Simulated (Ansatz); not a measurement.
# Si2Mo: which structure is lowest

Which of 2 starting structures gives the lowest energy for Si2Mo? Each is relaxed alike.

Program: Ansatz 0.2.0. Level of theory: DFT r2SCAN, scalar-relativistic, plane waves, PAW. These are calculated values, not measurements.

1 further run of the same task is left out (it didn't finish).

### 1 The starting structure

The structure is tetragonal, space group I4/mmm (No. 139). The conventional cell has a = 3.200 Å, b = 3.200 Å, c = 7.861 Å, α = 90.00°, β = 90.00°, γ = 90.00°. Around Si (site symmetry 4mm) lie 5 Si at 2.61 to 2.63 Å and 5 Mo at 2.62 Å. Mo (site symmetry 4/mmm) is surrounded by 10 Si at 2.62 Å.

As a file:

```cif
data_structure
_symmetry_space_group_name_H-M 'I4/mmm'
_symmetry_Int_Tables_number 139
_cell_length_a 3.2000
_cell_length_b 3.2000
_cell_length_c 7.8610
_cell_angle_alpha 90.000
_cell_angle_beta 90.000
_cell_angle_gamma 90.000
_cell_volume 80.50
loop_
_atom_site_label
_atom_site_type_symbol
_atom_site_symmetry_multiplicity
_atom_site_Wyckoff_symbol
_atom_site_fract_x
_atom_site_fract_y
_atom_site_fract_z
_atom_site_occupancy
Si1 Si 4 e 0.00000 0.00000 0.33300 1
Mo1 Mo 2 a 0.00000 0.00000 0.00000 1
```

This is candidate A: structure reported for this formula (I4/mmm, No. 139).

### 2 Quick check of gap, pressure and forces (candidate A)

File input.yaml:

```yaml
crystal:
  lattice:
    - [-1.6, 1.6, 3.9305]
    - [1.6, -1.6, 3.9305]
    - [1.6, 1.6, -3.9305]
  atoms:
    - { symbol: Si, position: [0.333, 0.333, 0.0] }
    - { symbol: Si, position: [0.667, 0.667, 0.0] }
    - { symbol: Mo, position: [0.0, 0.0, 0.0] }
basis:
  ecutwfc: 500
kpoints:
  mp_grid: { grid: [8, 8, 8] }
hamiltonian:
  xc: r2scan
scf:
  occupations: { method: gaussian, width: 0.1 }
  lower_state_search: "off"
output:
  forces: true
  stress: true
  eigenvalues: true
```

Run with:

```sh
ansatz run input.yaml --threads 1 --pin off --max-ram 3072MiB --backend cpu --events-out ev --progress --plain --runs-dir out
```

Standard output (excerpt; [...] marks lines left out):

```text
[...]
SCF converged after 7 iterations
Free energy (F): -6247.138741 eV
[...]
E sigma→0 (E₀):  -6247.138382 eV
Entropy (-TS):   -0.000717 eV (-0.239 meV/atom)
Fermi energy:    15.917580 eV
[...]
--- Forces (eV/Å), atoms counted from 1 ---
  atom   1  Si     0.00000000    -0.00000000     0.38823216
  atom   2  Si    -0.00000000     0.00000000    -0.38823216
  atom   3  Mo     0.00000000    -0.00000000     0.00000000
[...]
--- Stress (GPa, compression-positive) ---
       -0.449846       0.000000       0.000000
        0.000000      -0.449846       0.000000
        0.000000       0.000000      -3.413928
  P = ⅓ Tr σ = -1.4379 GPa (-14.379 kbar)
--- Band table (eV; the first three rows and the last of 59) ---
  k-point 0: bands = ["-46.6833", "-20.1265", "-20.0036", "-20.0036", "1.7623", "9.2758", "12.4024", "12.9155", "13.1454", "13.1454", "16.3892", "19.2756", "19.3567", "19.7999", "19.7999"]
[...]
```

Wall time 7.2 s (1 thread of Arm Neoverse V1, shared host); peak memory 0.41 GiB.

Read-out: pressure -1.4 GPa, largest force 0.39 eV/Å, gap on this mesh none (metal). The gap decides the next run's mesh: 20×20×20 points.

### 3 Full relaxation (candidate A)

Edit input.yaml of step 2 so:

```diff
@@ -12,3 +12,3 @@
 kpoints:
-  mp_grid: { grid: [8, 8, 8] }
+  mp_grid: { grid: [20, 20, 20] }
 hamiltonian:
@@ -17,3 +17,2 @@
   occupations: { method: gaussian, width: 0.1 }
-  lower_state_search: "off"
 output:
@@ -22 +21,6 @@
   eigenvalues: true
+relax:
+  adjacent_minimum: "off"
+  f_tol: 0.01
+  max_steps: 80
+  cell: { stress_tol: 0.05 }
```

Run with:

```sh
ansatz run input.yaml --threads 1 --pin off --max-ram 3072MiB --backend cpu --events-out ev --progress --plain --runs-dir out
```

Standard output:

```text
Warning: RAYON_NUM_THREADS=1 ignored (pool sized by the plan → 1); use --threads N
basis.fft_grid_basis auto: the FFT boxes are laid along the combinations [[1, 0, 1], [0, 1, 1], [0, 0, 1]] of the cell's own vectors, 3.200, 3.200 and 4.535 Å long. The dense box has 24×24×36 points. Along the cell's own vectors, as sized, it would have 36×36×36, 2.25 times as many. Of the 16 symmetry operations that the crystal satisfies within crystal.symmetry.tolerance (time reversal apart; of a slab, those that keep its plane) the dense box along the cell's own vectors carries 16, and the one as laid loses 12 of those. basis.fft_grid_basis: typed keeps the cell's own vectors: state it where this run's energies or levels are differenced outside the engine with another run's, or held beside a run that keeps those vectors.
Engine: ansatz 0.2.0, aarch64-unknown-linux-gnu
Pseudopotentials: kind: paw
Pseudopotential: Si, paw, valence charge 4, recommended cutoff 500 eV (meta_gga), Si.paw.azcp
Pseudopotential: Mo, paw, valence charge 14, recommended cutoff 500 eV (meta_gga), Mo.paw.azcp
Functional definition: r2SCAN
  parameter k0 = 0.174
  parameter k1 = 0.065
  parameter a1 = 4.9479
  exchange = r2scan_x(k0 = k0, k1 = k1, a1 = a1)
  correlation = r2scan_c
Crystal: 3 atoms, lattice volume = 40.248 Å³
Basis set: ecut = 500 eV, 1039 PW (Γ), FFT grids on a1+a3, a2+a3, a3, exchange–correlation on 96×96×144 points (64 copies of the dense FFT grid, shifted against one another)
Bands: 15, of which v1, the nominal top of the filled ones, is band 11 counted from 1 (10 counted from 0)
Symmetry: 16 space group operations
Space group: I4/mmm (ITA 139), of the structure as read, at distance tolerance 3.4e-5 Å
k-points: 641 of 8000
Non-local potential: Si, projectors of the file, l = 0: 2, l = 1: 2, l = 2: 2
Non-local potential: Mo, projectors of the file, l = 0: 3, l = 1: 2, l = 2: 2, l = 3: 1
PAW form: soft (Blöchl's): semilocal exchange-correlation on the pseudo side does not see the compensation charge
PAW frozen core: Si, regenerated for the run's functional (the file was generated under x = pbe(κ = 0.804, μ = 0.2195149727645171), c = pbe(β = 0.06672455060314922))
PAW frozen core: Mo, regenerated for the run's functional (the file was generated under x = pbe(κ = 0.804, μ = 0.2195149727645171), c = pbe(β = 0.06672455060314922))
PAW one-centre angular grid: Si, 302 points (default); XC on 160 Gauss nodes
PAW one-centre angular grid: Mo, 590 points (default); XC on 160 Gauss nodes
Initial density: superposition of atomic densities (neutral atoms: chi_scale 0, normalization atom), corrected by the library's trained network
Initial wavefunctions: pseudopotential atomic-orbital guess
Functional: x = r2scan, c = r2scan; τ floored in thin density (d = 2e-4 eV/Å³)
SCF iter   1: F=—  HF=-6247.100882 eV  |F-HF|=—  |Δ(HF+E_count)|=         —  Δρ=7.85e-3  dr2=1.87e-2  dr2_τ=3.45e-2  ethr=1.77e-3  ⟨swp⟩=5.1  Hψ=53423  notcnv=0
preconditioner: auto → Kerker (q_TF=auto, 2.467 Å⁻¹)  [metal: Δε(μ)=0.006 eV  Ē_g=8.226 eV  σ=0.100 eV  W_gap=0.03  n_scr=10 (ndim 8)  ℏωp=21.9 eV  f_vac=0.000  D(μ)=0.20/eV (n_scr^D=0)]
SCF iter   2: F=—  HF=-6247.136751 eV  |F-HF|=—  |Δ(HF+E_count)|=   3.59e-2  Δρ=4.91e-3  dr2=7.53e-3  dr2_τ=1.38e-4  ethr=8.49e-5  ⟨swp⟩=2.0  Hψ=21789  notcnv=0  defer=2
SCF iter   3: F=—  HF=-6247.136094 eV  |F-HF|=—  |Δ(HF+E_count)|=   6.57e-4  Δρ=7.39e-4  dr2=2.13e-4  dr2_τ=6.15e-5  ethr=3.42e-5  ⟨swp⟩=2.9  Hψ=17723  notcnv=0  defer=2
SCF iter   4: F=—  HF=-6247.136070 eV  |F-HF|=—  |Δ(HF+E_count)|=   2.35e-5  Δρ=2.24e-4  dr2=1.41e-5  dr2_τ=1.75e-6  ethr=9.69e-7  ⟨swp⟩=2.2  Hψ=14605  notcnv=0  defer=2
SCF iter   5: F=—  HF=-6247.136078 eV  |F-HF|=—  |Δ(HF+E_count)|=   7.65e-6  Δρ=5.87e-5  dr2=2.05e-6  dr2_τ=1.91e-7  ethr=6.43e-8  ⟨swp⟩=2.0  Hψ=14096  notcnv=0  defer=2
SCF iter   6: F=—  HF=-6247.136078 eV  |F-HF|=—  |Δ(HF+E_count)|=   1.56e-7  Δρ=2.00e-5  dr2=1.11e-7  dr2_τ=7.68e-9  ethr=9.31e-9  ⟨swp⟩=2.7  Hψ=14628  notcnv=0  defer=2
SCF iter   7: F=-6247.136079 eV  HF=-6247.136079 eV  |F-HF|=2.39e-8  |Δ(HF+E_count)|=   2.76e-7  Δρ=5.90e-6  dr2=9.58e-9  dr2_τ=3.41e-10  ethr=4.55e-10  ⟨swp⟩=5.1  Hψ=39919  notcnv=0
SCF 1 converged in 7 iterations: F = -6247.136079 eV  dr2 = 9.58e-9
relax step   1: F+E_penalty+E_count = -6247.13607856 eV  Δ(F+E_penalty+E_count) = +0.000e0 eV  max|allowed force component| = 3.651e-1 eV/Å  Δτ_max = 0.0000 Å  P = -1.419 GPa  Ω = 40.248 Å³  (7 SCF iters, dr2 threshold 1.00e-7 eV, accepted)
Crystal: 3 atoms, lattice volume = 39.968 Å³
Basis set: ecut = 500 eV, 1023 PW (Γ), FFT grids on a1+a3, a2+a3, a3, exchange–correlation on 96×96×144 points (64 copies of the dense FFT grid, shifted against one another)
Initial density: handed on by an earlier stage of this run
Initial wavefunctions: those handed on with the density
iter 1 solved again at ethr=2.37e-6 eV; its pass at ethr=3.10e-3 eV (dr2=5.22e-4 eV) is discarded
SCF iter   1: F=—  HF=-6247.142509 eV  |F-HF|=—  |Δ(HF+E_count)|=         —  Δρ=1.45e-3  dr2=6.04e-4  dr2_τ=2.30e-3  ethr=2.37e-6  ⟨swp⟩=2.1  Hψ=61257  notcnv=0
preconditioner: auto → Kerker (q_TF=auto, 2.470 Å⁻¹)  [metal: Δε(μ)=0.015 eV  Ē_g=8.275 eV  σ=0.100 eV  W_gap=0.09  n_scr=10 (ndim 8)  ℏωp=22.0 eV  f_vac=0.000  D(μ)=0.19/eV (n_scr^D=0)]
SCF iter   2: F=—  HF=-6247.144361 eV  |F-HF|=—  |Δ(HF+E_count)|=   1.85e-3  Δρ=8.51e-4  dr2=1.91e-4  dr2_τ=6.69e-6  ethr=2.37e-6  ⟨swp⟩=2.0  Hψ=16201  notcnv=0
SCF iter   3: F=—  HF=-6247.144351 eV  |F-HF|=—  |Δ(HF+E_count)|=   9.96e-6  Δρ=2.49e-4  dr2=3.59e-5  dr2_τ=7.20e-6  ethr=8.67e-7  ⟨swp⟩=2.7  Hψ=15209  notcnv=0
SCF iter   4: F=—  HF=-6247.144347 eV  |F-HF|=—  |Δ(HF+E_count)|=   4.21e-6  Δρ=6.41e-5  dr2=1.81e-6  dr2_τ=1.98e-7  ethr=1.63e-7  ⟨swp⟩=2.5  Hψ=13192  notcnv=0
SCF iter   5: F=-6247.144347 eV  HF=-6247.144347 eV  |F-HF|=1.15e-7  |Δ(HF+E_count)|=   5.26e-7  Δρ=2.51e-5  dr2=2.64e-7  dr2_τ=1.22e-8  ethr=1.36e-9  ⟨swp⟩=5.6  Hψ=44495  notcnv=0
SCF 2 converged in 5 iterations: F = -6247.144347 eV  dr2 = 2.64e-7
relax step   2: F+E_penalty+E_count = -6247.14434721 eV  Δ(F+E_penalty+E_count) = -8.269e-3 eV  max|allowed force component| = 3.455e-2 eV/Å  Δτ_max = 0.0159 Å  P = +0.620 GPa  Ω = 39.968 Å³  energy of the carried Pulay correction = +5.906e-5 eV  (5 SCF iters, dr2 threshold 3.00e-7 eV, accepted)
Crystal: 3 atoms, lattice volume = 40.055 Å³
iter 1 solved again at ethr=7.30e-7 eV; its pass at ethr=3.10e-3 eV (dr2=1.61e-4 eV) is discarded
SCF iter   1: F=—  HF=-6247.144801 eV  |F-HF|=—  |Δ(HF+E_count)|=         —  Δρ=5.14e-4  dr2=1.88e-4  dr2_τ=2.52e-4  ethr=7.30e-7  ⟨swp⟩=2.0  Hψ=57751  notcnv=0
preconditioner: auto → Kerker (q_TF=auto, 2.469 Å⁻¹)  [metal: Δε(μ)=0.010 eV  Ē_g=8.256 eV  σ=0.100 eV  W_gap=0.06  n_scr=10 (ndim 8)  ℏωp=22.0 eV  f_vac=0.000  D(μ)=0.19/eV (n_scr^D=0)]
SCF iter   2: F=—  HF=-6247.145005 eV  |F-HF|=—  |Δ(HF+E_count)|=   2.04e-4  Δρ=2.76e-4  dr2=5.96e-5  dr2_τ=1.41e-6  ethr=7.30e-7  ⟨swp⟩=2.0  Hψ=14935  notcnv=0
SCF iter   3: F=—  HF=-6247.144989 eV  |F-HF|=—  |Δ(HF+E_count)|=   1.59e-5  Δρ=6.34e-5  dr2=2.73e-6  dr2_τ=3.59e-7  ethr=2.71e-7  ⟨swp⟩=2.5  Hψ=13744  notcnv=0
SCF iter   4: F=-6247.144989 eV  HF=-6247.144989 eV  |F-HF|=5.67e-8  |Δ(HF+E_count)|=   3.22e-7  Δρ=2.25e-5  dr2=1.95e-7  dr2_τ=5.24e-8  ethr=1.36e-9  ⟨swp⟩=3.1  Hψ=39939  notcnv=0
the search or the solves at the SCF's close seem to have found levels that the self-consistency loop had missed (the run counts 1). By its estimate they hold under 1e-12 electrons; where the run keeps them, the occupations were computed again with them
SCF 3 converged in 4 iterations: F = -6247.144989 eV  dr2 = 1.95e-7
relax step   3: F+E_penalty+E_count = -6247.14498876 eV  Δ(F+E_penalty+E_count) = -6.415e-4 eV  max|allowed force component| = 4.936e-3 eV/Å  Δτ_max = 0.0019 Å  P = +0.092 GPa  Ω = 40.055 Å³  energy of the carried Pulay correction = +4.071e-5 eV  (4 SCF iters, dr2 threshold 3.00e-7 eV, accepted)
Crystal: 3 atoms, lattice volume = 40.076 Å³
iter 1 solved again at ethr=3.87e-9 eV; its pass at ethr=3.10e-3 eV (dr2=8.52e-7 eV) is discarded
SCF iter   1: F=—  HF=-6247.144985 eV  |F-HF|=—  |Δ(HF+E_count)|=         —  Δρ=4.16e-5  dr2=7.13e-7  dr2_τ=4.66e-6  ethr=3.87e-9  ⟨swp⟩=2.0  Hψ=58318  notcnv=0
preconditioner: auto → Kerker (q_TF=auto, 2.469 Å⁻¹)  [metal: Δε(μ)=0.012 eV  Ē_g=8.254 eV  σ=0.100 eV  W_gap=0.07  n_scr=10 (ndim 8)  ℏωp=21.9 eV  f_vac=0.000  D(μ)=0.19/eV (n_scr^D=0)]
SCF iter   2: F=—  HF=-6247.144992 eV  |F-HF|=—  |Δ(HF+E_count)|=   6.77e-6  Δρ=2.58e-5  dr2=2.71e-7  dr2_τ=1.41e-8  ethr=3.24e-9  ⟨swp⟩=2.0  Hψ=16669  notcnv=0
SCF iter   3: F=-6247.144992 eV  HF=-6247.144992 eV  |F-HF|=9.09e-9  |Δ(HF+E_count)|=   7.67e-9  Δρ=6.82e-6  dr2=2.36e-8  dr2_τ=3.93e-9  ethr=1.29e-10  ⟨swp⟩=3.2  Hψ=39580  notcnv=0
SCF 4 converged in 3 iterations: F = -6247.144992 eV  dr2 = 2.36e-8
relax step   4: F+E_penalty+E_count = -6247.14499160 eV  Δ(F+E_penalty+E_count) = -2.838e-6 eV  max|allowed force component| = 2.527e-4 eV/Å  Δτ_max = 0.0003 Å  P = -0.013 GPa  Ω = 40.076 Å³  energy of the carried Pulay correction = +3.629e-5 eV  (3 SCF iters, dr2 threshold 2.85e-8 eV, accepted)
Initial wavefunctions: pseudopotential atomic-orbital guess (no wavefunctions were taken with the density)
iter 1 solved again at ethr=2.54e-8 eV; its pass at ethr=3.10e-3 eV (dr2=5.58e-6 eV) is discarded
SCF iter   1: F=—  HF=-6247.144960 eV  |F-HF|=—  |Δ(HF+E_count)|=         —  Δρ=1.29e-5  dr2=2.82e-8  dr2_τ=6.31e-8  ethr=2.54e-8  ⟨swp⟩=3.6  Hψ=83109  notcnv=0
preconditioner: auto → Kerker (q_TF=auto, 2.469 Å⁻¹)  [metal: Δε(μ)=0.012 eV  Ē_g=8.255 eV  σ=0.100 eV  W_gap=0.07  n_scr=10 (ndim 8)  ℏωp=21.9 eV  f_vac=0.000  D(μ)=0.19/eV (n_scr^D=0)]
SCF iter   2: F=—  HF=-6247.144959 eV  |F-HF|=—  |Δ(HF+E_count)|=   9.74e-7  Δρ=6.81e-6  dr2=6.87e-9  dr2_τ=2.07e-9  ethr=1.28e-10  ⟨swp⟩=2.2  Hψ=14981  notcnv=0
SCF iter   3: F=—  HF=-6247.144959 eV  |F-HF|=—  |Δ(HF+E_count)|=   2.73e-9  Δρ=1.71e-6  dr2=9.01e-10  dr2_τ=2.14e-10  ethr=3.12e-11  ⟨swp⟩=2.0  Hψ=16192  notcnv=0
SCF iter   4: F=—  HF=-6247.144959 eV  |F-HF|=—  |Δ(HF+E_count)|=  1.90e-10  Δρ=3.79e-7  dr2=3.99e-11  dr2_τ=5.79e-12  ethr=4.09e-12  ⟨swp⟩=2.1  Hψ=14046  notcnv=0
SCF iter   5: F=-6247.144959 eV  HF=-6247.144959 eV  |F-HF|=9.09e-13  |Δ(HF+E_count)|=  2.46e-11  Δρ=5.92e-8  dr2=9.48e-13  dr2_τ=1.05e-13  ethr=1.00e-12  ⟨swp⟩=5.8  Hψ=41033  notcnv=0
SCF 5 converged in 5 iterations: F = -6247.144959 eV  dr2 = 9.48e-13
relax step   5: F+E_penalty+E_count = -6247.14495908 eV  Δ(F+E_penalty+E_count) = +3.251e-5 eV  max|allowed force component| = 2.720e-4 eV/Å  Δτ_max = 0.0000 Å  P = -0.014 GPa  Ω = 40.076 Å³  stress off target by 1.51e-2 GPa  SCF on the basis re-selected at this cell (its energy is not comparable with the rows above)  (5 SCF iters)
basis re-selected at this cell: Δ(F+E_penalty+E_count) = +3.251e-5 eV, ΔP = -0.000 GPa vs the last step (what re-selecting the basis moved, of the pressure what is left beyond the Pulay correction that the steps carried, after the strain that the cell walked since its last selection, with what the two solves' SCF thresholds leave and, on support functions, any second-order correction that the steps lacked; it is no measure of the basis error at this ecutwfc). This SCF's stress stands 1.51e-2 GPa from its target on what of the cell is left free (relax.cell.stress_tol is 5.00e-2 GPa) and its largest allowed force component is 2.72e-4 eV/Å (relax.f_tol is 1.00e-2 eV/Å): within both
SCF converged after 5 iterations
Free energy (F): -6247.144959 eV
Harris-Foulkes:  -6247.144959 eV  (|F-HF|=9.09e-13)
Internal energy: -6247.144019 eV  (E = F + TS)
E sigma→0 (E₀):  -6247.144489 eV
Entropy (-TS):   -0.000940 eV (-0.313 meV/atom)
Fermi energy:    16.046721 eV
--- Per-component energies (eV) ---
  E_band       = -60.176104
  E_kinetic    = 530.735664
  E_local      = -1142.925685  (includes V_loc(G=0)·N_el)
  E_nonlocal   = 190.131255
  E_hartree    = 426.649141
  E_xc         = -286.076148
  E_vxc        = -363.274406  (∫ρ·V_xc dr)
  E_paw        = -4256.261492  (= ΣΔE_a)
  E_vpaw       = -149.720199  (= ΣTr[D̂ρ^β])
  E_aug_tail   = 0.000015  (compensation charges beyond the density's cutoff)
  E_vtau       = 21.578977  (kinetic-family band-sum trace: ∫τ·v_τ [+ j·A + Jᵃ·Aᵃ] dr)
  E_ewald      = -1709.022698
  E_core_change = -0.374070  (= ΣΔE_core)
  E_smearing   = -0.000940  (= −TS)
  E_closure    = -0.000000  (closes the sum)
  Σ components = -6247.144959   (vs F -6247.144959, Δ=0.00e0)
--- Forces (eV/Å), atoms counted from 1 ---
  atom   1  Si     0.00000000    -0.00000000     0.00027205
  atom   2  Si    -0.00000000    -0.00000000    -0.00027205
  atom   3  Mo     0.00000000     0.00000000     0.00000000
  max |Σ_I F_I| component: 5.55e-17 eV/Å
--- Stress (GPa, compression-positive) ---
       -0.015086       0.000000       0.000000
        0.000000      -0.015086       0.000000
        0.000000       0.000000      -0.010513
  P = ⅓ Tr σ = -0.0136 GPa (-0.136 kbar)
--- Band table (eV; the first three rows and the last of 641) ---
  k-point 0: bands = ["-46.6037", "-20.0300", "-19.9410", "-19.9410", "1.8421", "9.2612", "12.5734", "12.9180", "13.2281", "13.2281", "16.3786", "19.4336", "19.5133", "19.7029", "19.7029"]
  k-point 1: bands = ["-46.6027", "-20.0286", "-19.9478", "-19.9467", "1.9246", "9.3342", "12.1916", "12.9362", "13.0133", "13.6354", "16.0562", "19.2142", "19.6043", "19.6139", "19.7490"]
  k-point 2: bands = ["-46.5998", "-20.0246", "-19.9673", "-19.9633", "2.1693", "9.5410", "11.6708", "12.4757", "12.9937", "14.1883", "15.2622", "18.7521", "19.5573", "19.8654", "19.8962"]
  k-point 640: bands = ["-46.6029", "-20.0592", "-19.9430", "-19.9430", "3.8933", "5.3283", "12.3924", "13.7731", "15.4219", "15.4219", "15.4751", "15.4751", "16.5238", "21.2007", "21.8474"]
--- Relaxed structure (4 steps of the walk, 4 accepted, 1 SCFs on fresh bases) ---
  F+E_penalty+E_count = -6247.14495908 eV   max|allowed force component| = 2.720e-4 eV/Å   (the final SCF, on the basis selected at the relaxed cell)
  cell:  # Å, volume = 40.0760 Å³
    - [-1.600898754448522, 1.600898754448522, 3.909274487167177]
    - [1.600898754448522, -1.600898754448522, 3.909274487167177]
    - [1.600898754448522, 1.600898754448522, -3.909274487167177]
  atoms:
    - { symbol: Si, position: [0.3353022371982069, 0.3353022371982069, -5.233652476649335e-34] }
    - { symbol: Si, position: [0.6646977628017932, 0.6646977628017932, -4.1005728637051e-34] }
    - { symbol: Mo, position: [1.6780468683255286e-19, 1.678046868325536e-19, 9.291107348899357e-34] }
```

Wall time 4.5 min (1 thread of Arm Neoverse V1, shared host); peak memory 0.79 GiB.

Relaxation path:

| step | energy from step 1 (eV/cell) | largest force component (eV/Å) | pressure (GPa) | volume (Å³) |
| --- | --- | --- | --- | --- |
| 1 | 0.0000 | 0.3651 | -1.42 | 40.25 |
| 2 | -0.0083 | 0.0345 | 0.62 | 39.97 |
| 3 | -0.0089 | 0.0049 | 0.09 | 40.06 |
| 4 | -0.0089 | 0.0003 | -0.01 | 40.08 |
| 5 | -0.0089 | 0.0003 | -0.01 | 40.08 |

Step 1 is the start. Step 5 repeats the geometry before it on a plane-wave basis chosen anew for that cell, so its energy need not be comparable with the rows above.

Lengths and angles in the start's conventional setting:

|  | before | after | change |
| --- | --- | --- | --- |
| a (Å) | 3.200 | 3.202 | +0.1 % |
| b (Å) | 3.200 | 3.202 | +0.1 % |
| c (Å) | 7.861 | 7.819 | -0.5 % |
| volume (Å³/atom) | 13.42 | 13.36 | -0.4 % |
| shortest distance (Å) | 2.612 | 2.575 | -1.4 % |
| space group (0.01 Å) | I4/mmm | I4/mmm | same |

The run keeps the 16 symmetry operations of the start, so it could not have lowered the symmetry.

### 4 Candidate B: structure listed in a database for this formula (P6_222, No. 180)

Symmetry: P6_222, No. 180, hexagonal system. Conventional cell: a = 4.585 Å, b = 4.585 Å, c = 6.580 Å, α = 90.00°, β = 90.00°, γ = 120.00°. Si (site symmetry 2) is surrounded by 5 Si at 2.55 to 2.67 Å and 5 Mo at 2.57 to 2.67 Å. Mo (site symmetry 222) is surrounded by 10 Si at 2.57 to 2.67 Å.

```xyz
9
Lattice="4.5855 0.0000 0.0000 -2.2927 3.9711 0.0000 0.0000 0.0000 6.5798" Properties=species:S:1:pos:R:3 pbc="T T T"
Si   -1.1656    3.3204    5.4831
Si    1.1272    0.6508    1.0966
Si    2.2927    2.6696    3.2899
Si    3.4583    0.6508    5.4831
Si    1.1656    3.3204    1.0966
Si    0.0000    1.3015    3.2899
Mo    2.2927    0.0000    3.2899
Mo   -1.1464    1.9856    1.0966
Mo    1.1464    1.9856    5.4831
```

### 5 A first look at the start (candidate B)

File input.yaml:

```yaml
crystal:
  lattice:
    - [4.5854715599, 0.0, 0.0]
    - [-2.29273578, 3.9711348592, 0.0]
    - [0.0, 0.0, 6.5797601]
  atoms:
    - { symbol: Si, position: [0.16387298, 0.83612702, 0.83333333] }
    - { symbol: Si, position: [0.32774596, 0.16387298, 0.16666667] }
    - { symbol: Si, position: [0.83612702, 0.67225404, 0.5] }
    - { symbol: Si, position: [0.83612702, 0.16387298, 0.83333333] }
    - { symbol: Si, position: [0.67225404, 0.83612702, 0.16666667] }
    - { symbol: Si, position: [0.16387298, 0.32774596, 0.5] }
    - { symbol: Mo, position: [0.5, 0.0, 0.5] }
    - { symbol: Mo, position: [0.0, 0.5, 0.16666667] }
    - { symbol: Mo, position: [0.5, 0.5, 0.83333333] }
basis:
  ecutwfc: 500
kpoints:
  mp_grid: { grid: [6, 6, 4] }
hamiltonian:
  xc: r2scan
scf:
  occupations: { method: gaussian, width: 0.1 }
  lower_state_search: "off"
output:
  forces: true
  stress: true
  eigenvalues: true
```

Run with:

```sh
ansatz run input.yaml --threads 1 --pin off --max-ram 3072MiB --backend cpu --events-out ev --progress --plain --runs-dir out
```

Standard output (excerpt; [...] marks lines left out):

```text
Warning: RAYON_NUM_THREADS=1 ignored (pool sized by the plan → 1); use --threads N
[...]
Pseudopotentials: kind: paw
Pseudopotential: Si, paw, valence charge 4, recommended cutoff 500 eV (meta_gga), Si.paw.azcp
Pseudopotential: Mo, paw, valence charge 14, recommended cutoff 500 eV (meta_gga), Mo.paw.azcp
Functional definition: r2SCAN
[...]
Crystal: 9 atoms, lattice volume = 119.814 Å³
[...]
  atom   5  Si     0.00175485     0.00101316     0.00000000
  atom   6  Si     0.00000000    -0.00202632     0.00000000
  atom   7  Mo     0.00000000    -0.00000000     0.00000000
  atom   8  Mo    -0.00000000     0.00000000    -0.00000000
[...]
--- Stress (GPa, compression-positive) ---
       -0.220342       0.000000       0.000000
       -0.000000      -0.220342       0.000000
        0.000000      -0.000000      -0.276310
  P = ⅓ Tr σ = -0.2390 GPa (-2.390 kbar)
--- Band table (eV; the first three rows and the last of 21) ---
[...]
```

Run time: 24 s. Hardware: 1 thread of Arm Neoverse V1, shared host; peak memory 0.6 GiB.

From the probe: pressure -0.2 GPa, largest force 0.00 eV/Å, gap on this mesh 0.16 eV. By this gap the next run takes a mesh of 12×12×6 and a smearing of 0.01 eV.

(Part 1 of 2 ends here.)
